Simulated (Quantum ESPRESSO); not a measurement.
# PbS (Galena) (Fm-3m) in Quantum ESPRESSO: notebook, part 2 of 2

Quantum ESPRESSO 7.5. Earlier steps stand in the parts before.

## 3. Phonons, RPBE

The input, pw.in:

```
&CONTROL
  calculation = 'scf'
  prefix = 'pwscf'
  outdir = './tmp'
  pseudo_dir = './pseudo'
  tprnfor = .true.
  tstress = .true.
  disk_io = 'low'
/
&SYSTEM
  ibrav = 0
  nat = 2
  ntyp = 2
  ecutwfc = 56
  nbnd = 16
  input_dft = 'rpbe'
  occupations = 'smearing'
  smearing = 'fd'
  degauss = 0.00367493
/
&ELECTRONS
  conv_thr = 4d-10
  electron_maxstep = 120
  mixing_beta = 0.5
/
ATOMIC_SPECIES
Pb   207.2000 Pb.upf
S     32.0600 S.upf
CELL_PARAMETERS angstrom
   0.0000000000    2.9657500000    2.9657500000
   2.9657500000    0.0000000000    2.9657500000
   2.9657500000    2.9657500000    0.0000000000
ATOMIC_POSITIONS crystal
Pb     0.0000000000    0.0000000000    0.0000000000
S      0.5000000000    0.5000000000    0.5000000000
K_POINTS automatic
6 6 6 1 1 1
```

The input, relax.in:

```
&CONTROL
  calculation = 'vc-relax'
  prefix = 'pwscf'
  outdir = './tmp'
  pseudo_dir = './pseudo'
  tprnfor = .true.
  tstress = .true.
  disk_io = 'low'
  nstep = 40
  forc_conv_thr = 0.0001
  etot_conv_thr = 1d-06
/
&SYSTEM
  ibrav = 0
  nat = 2
  ntyp = 2
  ecutwfc = 56
  nbnd = 16
  input_dft = 'rpbe'
  occupations = 'smearing'
  smearing = 'fd'
  degauss = 0.00367493
/
&ELECTRONS
  conv_thr = 4d-10
  electron_maxstep = 120
  mixing_beta = 0.5
/
&IONS
  ion_dynamics = 'bfgs'
/
&CELL
  cell_dynamics = 'bfgs'
  press = 0
  press_conv_thr = 0.2
/
ATOMIC_SPECIES
Pb   207.2000 Pb.upf
S     32.0600 S.upf
CELL_PARAMETERS angstrom
   0.0000000000    2.9657500000    2.9657500000
   2.9657500000    0.0000000000    2.9657500000
   2.9657500000    2.9657500000    0.0000000000
ATOMIC_POSITIONS crystal
Pb     0.0000000000    0.0000000000    0.0000000000
S      0.5000000000    0.5000000000    0.5000000000
K_POINTS automatic
6 6 6 1 1 1
```

The input, gamma.in:

```
&CONTROL
  calculation = 'bands'
  prefix = 'pwscf'
  outdir = './tmp'
  pseudo_dir = './pseudo'
  disk_io = 'low'
  verbosity = 'high'
/
&SYSTEM
  ibrav = 0
  nat = 2
  ntyp = 2
  ecutwfc = 56
  nbnd = 16
  input_dft = 'rpbe'
  occupations = 'smearing'
  smearing = 'fd'
  degauss = 0.00367493
/
&ELECTRONS
  conv_thr = 1d-08
  electron_maxstep = 120
  mixing_beta = 0.5
  diago_full_acc = .true.
  startingwfc = 'random'
/
ATOMIC_SPECIES
Pb   207.2000 Pb.upf
S     32.0600 S.upf
CELL_PARAMETERS angstrom
   0.0000000000    3.0392061974    3.0392061974
   3.0392061974    0.0000000000    3.0392061974
   3.0392061974    3.0392061974    0.0000000000
ATOMIC_POSITIONS crystal
Pb     0.0000000000    0.0000000000    0.0000000000
S      0.5000000000    0.5000000000    0.5000000000
K_POINTS crystal
1
0.0 0.0 0.0 1
```

The input, scf2.in:

```
&CONTROL
  calculation = 'scf'
  prefix = 'pwscf'
  outdir = './tmp'
  pseudo_dir = './pseudo'
  tprnfor = .true.
  tstress = .true.
  disk_io = 'low'
/
&SYSTEM
  ibrav = 0
  nat = 2
  ntyp = 2
  ecutwfc = 56
  nbnd = 16
  input_dft = 'rpbe'
  occupations = 'fixed'
/
&ELECTRONS
  conv_thr = 1d-13
  electron_maxstep = 120
  mixing_beta = 0.5
  startingpot = 'file'
/
ATOMIC_SPECIES
Pb   207.2000 Pb.upf
S     32.0600 S.upf
CELL_PARAMETERS angstrom
   0.0000000000    3.0392061974    3.0392061974
   3.0392061974    0.0000000000    3.0392061974
   3.0392061974    3.0392061974    0.0000000000
ATOMIC_POSITIONS crystal
Pb     0.0000000000    0.0000000000    0.0000000000
S      0.5000000000    0.5000000000    0.5000000000
K_POINTS automatic
6 6 6 1 1 1
```

The input, ph.in:

```
phonons of PbS
&INPUTPH
  prefix = 'pwscf'
  outdir = './tmp'
  tr2_ph = 1d-18
  fildyn = 'dyn'
  niter_ph = 90
  alpha_mix(1) = 0.7
  epsil = .true.
/
0.0000000000 0.0000000000 0.0000000000
```

The input, dynmat.in:

```
&INPUT
  fildyn = 'dyn'
  asr = 'crystal'
  lperm = .true.
  filout = 'dynmat.disp'
  fileig = 'dynmat.eig'
/
```

The input, dynmat_lo.in:

```
&INPUT
  fildyn = 'dyn'
  asr = 'crystal'
  filout = 'dynmat_lo.disp'
  fileig = 'dynmat_lo.eig'
  q(1) = 0
  q(2) = 0
  q(3) = 1
/
```

Potentials or basis: PseudoDojo 0.4.1 SR PBE standard.

The run is started by

```bash
OMP_NUM_THREADS=1 mpirun -n 4 pw.x -nk 4 -in pw.in > pw.out
OMP_NUM_THREADS=1 mpirun -n 4 pw.x -nk 4 -in relax.in > relax.out
OMP_NUM_THREADS=1 mpirun -n 4 pw.x -in gamma.in > gamma.out
OMP_NUM_THREADS=1 mpirun -n 4 pw.x -nk 4 -in scf2.in > scf2.out
OMP_NUM_THREADS=1 mpirun -n 4 ph.x -nk 4 -in ph.in > ph.out
OMP_NUM_THREADS=1 mpirun -n 1 dynmat.x -in dynmat.in > dynmat.out
OMP_NUM_THREADS=1 mpirun -n 1 dynmat.x -in dynmat_lo.in > dynmat_lo.out
```

pw.out:

```text
This program is part of the open-source Quantum ESPRESSO suite
     for quantum simulation of materials; please cite
         "P. Giannozzi et al., J. Phys.:Condens. Matter 21 395502 (2009);
         "P. Giannozzi et al., J. Phys.:Condens. Matter 29 465901 (2017);
         "P. Giannozzi et al., J. Chem. Phys. 152 154105 (2020);
     in publications or presentations arising from this work. More details at

     IMPORTANT: XC functional enforced from input :
     Exchange-correlation= RPBE
                           (   1   4  44   4   0   0   0)
     Any further DFT definition will be discarded
     Please, verify this is what you really want

     Message from routine setup:
     using ibrav=0 with symmetry is DISCOURAGED, use correct ibrav instead

     K-points division:     npool     =       4
     Subspace diagonalization in iterative solution of the eigenvalue problem:
     a serial algorithm will be used

     G-vector sticks info
     --------------------
     sticks:   dense  smooth     PW     G-vecs:    dense   smooth      PW
     Sum         955     955    301                19891    19891    3383

     Using Slab Decomposition

     bravais-lattice index     =            0
     lattice parameter (alat)  =       7.9259  a.u.
     unit-cell volume          =     352.0710 (a.u.)^3
     number of atoms/cell      =            2
     number of atomic types    =            2
     number of electrons       =        20.00
     number of Kohn-Sham states=           16
     kinetic-energy cutoff     =      56.0000  Ry
[... 98 lines left out ...]
     ethr =  1.00E-02,  avg # of iterations =  6.0

     Threshold (ethr) on eigenvalues was too large:
     Diagonalizing with lowered threshold

     Davidson diagonalization with overlap
     ethr =  7.30E-04,  avg # of iterations =  1.3

     total energy              =    -162.96650409 Ry
     estimated scf accuracy    <       0.14228982 Ry
[... 57 lines left out ...]
     iteration # 10     ecut=    56.00 Ry     beta= 0.50
     Davidson diagonalization with overlap
     ethr =  2.65E-12,  avg # of iterations =  2.0

     End of self-consistent calculation

          k = 0.0589 0.0589 0.0589 (  2514 PWs)   bands (ev):

    -8.0660  -8.0645  -8.0645  -8.0442  -8.0442  -4.7102   2.5966   6.6611
     6.6611   6.8076  13.4285  13.6770  13.6770  15.6165  15.7668  15.7668
[... 73 lines left out ...]
    -8.1864  -8.0878  -8.0212  -8.0099  -8.0084  -3.1525   1.4784   3.8628
     5.4654   5.5449  12.8364  14.1836  14.2659  14.5021  20.0675  20.6096

          k =-0.5303 0.1768-0.0589 (  2486 PWs)   bands (ev):

    -8.1451  -8.0753  -8.0394  -8.0213  -8.0142  -3.3721   0.9846   4.9655
     5.3959   6.5936  12.1939  13.1128  13.3121  15.0205  19.5752  20.0221

          k =-0.4125 0.0589 0.0589 (  2487 PWs)   bands (ev):
[... 51 lines left out ...]
    -8.0980  -8.0661  -8.0555  -8.0300  -8.0193  -3.4169   0.2428   5.6432
     6.6993   7.7471  10.3576  11.3852  12.5426  17.1354  18.2940  18.4242

     the Fermi energy is     9.0842 ev

!    total energy              =    -163.00763798 Ry
     estimated scf accuracy    <          2.4E-10 Ry
     smearing contrib. (-TS)   =      -0.00000002 Ry
     internal energy E=F+TS    =    -163.00763795 Ry

     The total energy is F=E-TS. E is the sum of the following terms:
     one-electron contribution =     -35.88014314 Ry
     hartree contribution      =      30.57024977 Ry
     xc contribution           =     -46.46810049 Ry
     ewald contribution        =    -111.22964409 Ry

     convergence has been achieved in  10 iterations

     Forces acting on atoms (cartesian axes, Ry/au):

     atom    1 type  1   force =     0.00000000   -0.00000000   -0.00000000
     atom    2 type  2   force =    -0.00000000    0.00000000   -0.00000000

     Total force =     0.000000     Total SCF correction =     0.000000

     Computing stress (Cartesian axis) and pressure

          total   stress  (Ry/bohr**3)                   (kbar)     P=       40.90
   0.00027804   0.00000000   0.00000000           40.90        0.00        0.00
   0.00000000   0.00027804  -0.00000000            0.00       40.90       -0.00
   0.00000000  -0.00000000   0.00027804            0.00       -0.00       40.90

=------------------------------------------------------------------------------=
   JOB DONE.
=------------------------------------------------------------------------------=
```

Run time: 3.3 min. Hardware: 4 MPI ranks of Intel Xeon Platinum 8259CL at 2.50GHz (Skylake/Cascade Lake), shared host; peak memory 0.36 GiB.

Results:

- Free energy: -2217.8796 eV
- Relaxed volume: 28.07 Å³/atom
- Relaxed cell: a = 4.298 Å, b = 4.298 Å, c = 4.298 Å, α = 60.00°, β = 60.00°, γ = 60.00°
- Space group after relaxing (to 0.05 Å): Fm-3m (No. 225)
- Pressure after relaxing: 0.0 GPa
- Electronic dielectric tensor (diagonal): 13.62
- Born charges (mean of the diagonal): Pb +4.37; S -4.35 e
- Highest phonon frequency at Γ, LO-TO splitting left out: -1 cm⁻¹

The path:
```csv
step,energy change (eV),largest force (eV/Å),pressure (GPa),volume (Å³)
1,0.0000,0.0000,4.09,52.17
2,-0.0235,0.0000,2.81,53.27
3,-0.0399,0.0000,1.52,54.49
4,-0.0475,0.0000,0.12,56.01
5,-0.0476,0.0000,0.01,56.14
6,-0.0476,0.0000,0.00,56.14
```

Final structure:
```
CELL_PARAMETERS angstrom
0.00000 3.03921 3.03921
3.03921 0.00000 3.03921
3.03921 3.03921 0.00000
ATOMIC_POSITIONS crystal
Pb 0.00000 0.00000 0.00000
S 0.50000 0.50000 0.50000
```

Levels at points of the mesh, in eV from the valence-band top:
```
           k point  band 8  band 9  band 10  band 11  band 12  band 13
(0.08, 0.08, 0.08)   -1.51   -1.51    -1.41     4.77     5.00     5.00
```

Phonon frequencies in cm⁻¹ (negative: imaginary):
| q point | frequencies |
| --- | --- |
| (0.000, 0.000, 0.000) | -6 -6 -6 -1 -1 -1 |

Electronic dielectric tensor:
```
13.62  0.00  0.00
 0.00 13.62  0.00
 0.00  0.00 13.62
```

Born effective charge tensors (e):
atom 1, Pb
```
4.37 0.00 0.00
0.00 4.37 0.00
0.00 0.00 4.37
```
atom 2, S
```
-4.35  0.00  0.00
 0.00 -4.35  0.00
 0.00  0.00 -4.35
```

Optical modes at Γ, degenerate ones joined, polar ones without the macroscopic field:
```csv
cm⁻¹,components,symmetry,active in,"IR intensity, summed ((D/Å)²/amu)"
6i,3,T1u,IR,47.32
```

Zone-centre frequencies without and with the macroscopic field along z (cm⁻¹):
```
                optical modes in rising order
       without                       6i 6i 6i
with the field                      6i 6i 210
```

Caveat: the potentials were made for another functional, which shifts forces and pressure. The run has no spin-orbit coupling, so splittings on Pb are missing.

## 4. How close it comes

Step 2. A measured high-frequency dielectric constant of PbS is 17.2 (300 K; a printed reference work, monograph); the calculated 13.96 misses it by -18.8 %.

Step 3. A measured high-frequency dielectric constant of PbS is 17.2 (300 K; a printed reference work, monograph); the calculated 13.62 misses it by -20.8 %.
